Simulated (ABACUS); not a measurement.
Write the native input for ABACUS 3.10.1 that does the following.

```
Task                                          : single point
Functional                                    : PBEsol
Potentials or basis                           : PseudoDojo NC SR 0.4.1 PBEsol standard
Cutoff                                        : 1184 eV
Density cutoff                                : 4735 eV
Basis                                         : plane waves
k mesh                                        : 8 × 8 × 5
Occupations                                   : fermi-dirac, width 0.05 eV
Spin                                          : no spin polarisation
Radial cutoff of the potentials (pseudo_rcut) : 7 bohr
SCF threshold on the density                  : 1e-08
Max SCF steps                                 : 100
Eigensolver                                   : dav
Mixing                                        : broyden
Mixing share                                  : 0.7
Symmetry key                                  : 1
Bands                                         : 27
```

The system is ZrSe2.

```
Zr Se
1.0
     3.79800    0.00000    0.00000
    -1.89900    3.28916    0.00000
     0.00000    0.00000    6.19200
Zr Se
1 2
Direct
  0.00000 0.00000 0.00000
  0.66667 0.33333 0.75000
  0.33333 0.66667 0.25000
```

The input as run:

INPUT

```
INPUT_PARAMETERS
suffix              ZrSe2
calculation         scf
basis_type          pw
pseudo_dir          ./
symmetry            1
dft_functional      pbesol
ecutwfc             87
pseudo_rcut         7
nspin               1
nbands              27
ks_solver           dav
smearing_method     fd
smearing_sigma      0.00367493
scf_thr             1e-08
scf_nmax            100
mixing_type         broyden
mixing_beta         0.7
cal_force           1
cal_stress          1
kpar                4
```

STRU

```
ATOMIC_SPECIES
Zr 91.2240 Zr.upf
Se 78.9710 Se.upf

LATTICE_CONSTANT
1.8897261246

LATTICE_VECTORS
3.7980000000 0.0000000000 0.0000000000
-1.8990000000 3.2891644836 0.0000000000
0.0000000000 0.0000000000 6.1920000000

ATOMIC_POSITIONS
Direct

Zr
0.0
1
0.0000000000 0.0000000000 0.0000000000 1 1 1

Se
0.0
2
0.6666666667 0.3333333333 0.7500000000 1 1 1
0.3333333333 0.6666666667 0.2500000000 1 1 1
```

KPT

```
K_POINTS
0
Gamma
8 8 5 0 0 0
```

Potentials or basis: PseudoDojo NC SR 0.4.1 PBEsol standard, plane waves.

Run with:

```sh
$ OMP_NUM_THREADS=1 mpirun -np 4 abacus > log
```

Results of the run:

The pressure is -1.2 GPa and the largest force is 0.085 eV/Å. The band gap on the k mesh is 0.35 eV, indirect (least direct gap 1.01 eV).

Caveat: an odd mesh through Γ misses points on the zone boundary, where band edges often lie; this functional lacks dispersion, which binds the layers, so the pressure and a relaxed spacing across them are unreliable.

It took 56 s on 4 MPI ranks on Intel(R) Xeon(R) Platinum 8259CL CPU @ 2.50GHz (Skylake/Cascade Lake), with other jobs on the host, peak memory 0.68 GiB a rank.
